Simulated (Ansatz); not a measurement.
**Formation energy of BaO**

```xyz
2
Lattice="0.0000 2.7867 2.7867 2.7867 0.0000 2.7867 2.7867 2.7867 0.0000" Properties=species:S:1:pos:R:3 pbc="T T T"
Ba    0.0000    0.0000    0.0000
O     2.7867    2.7867    2.7867
```

The cell comes from a relaxation on PAW files under the same functional, begun from a database entry that needn't be the ground state.

Computed with Ansatz 0.2.0; functional PBE, scalar-relativistic. Settings: a Γ-centred 9×9×9 k mesh, Fermi–Dirac smearing of 0.02 eV, no spin polarisation. Methods: LAPW: all electrons, basis error target 0.5 meV/atom; PAW: frozen-core files, cutoff 420 eV.

The elements are taken as Ba bcc, O O2 gas, each relaxed on PAW files under the same functional and computed by the same method as the compound; zero-point and thermal terms are left out.

Spin–orbit coupling is left out, which matters for the heavy atoms.

(1) Give the formation energy by each method, with the residual pressure at this cell and the LAPW gap.

(2) Give the LAPW value for one formula unit in kJ/mol.

Results:

(1) 

```
method  ΔE(formation) (eV/atom)  P at this cell (GPa)  gap (eV)
  LAPW                   -2.514                  0.02      2.10
   PAW                   -2.519                  0.01         –
```

(2) -2.514 eV/atom × 2 atoms × 96.485 kJ/(mol·eV) = -485.1 kJ/mol, at zero temperature and without zero-point motion.
